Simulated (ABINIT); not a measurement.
The system is Ta.

```
Ta
1.0
    -1.65128    1.65128    1.65128
     1.65128   -1.65128    1.65128
     1.65128    1.65128   -1.65128
Ta
1
Direct
  0.00000 0.00000 0.00000
```

Program: ABINIT 10.8.3 (patched build). Alike in all runs: task band structure; cell as given; k mesh 11 × 11 × 11; smearing fermi-dirac 0.05 eV.

Q: Order these runs on this cell by their pressure, lowest first.
A. level revPBE; potentials or basis JTH PAW PBE v2.0; spin off; cutoff (eV) 517; fine-grid cutoff 1034.03 eV
B. level BP86; potentials or basis JTH PAW PBE v2.0; spin SOC, no magnetisation; cutoff (eV) 517; fine-grid cutoff 1034.03 eV
C. level rPW86PBE; potentials or basis JTH PAW PBE v2.0; spin SOC, no magnetisation; cutoff (eV) 517; fine-grid cutoff 1034.03 eV
D. level PBEsol; potentials or basis PseudoDojo NC SR PBEsol v0.4.1 standard; spin off; cutoff (eV) 789

A: D (-4.2 GPa), B (2.1 GPa), A (4.9 GPa), C (9.8 GPa).

Caveats: the PAW data sets were made with another functional, which shifts forces and pressure a little (some runs).

Runs at the PBE level aren't shown here.
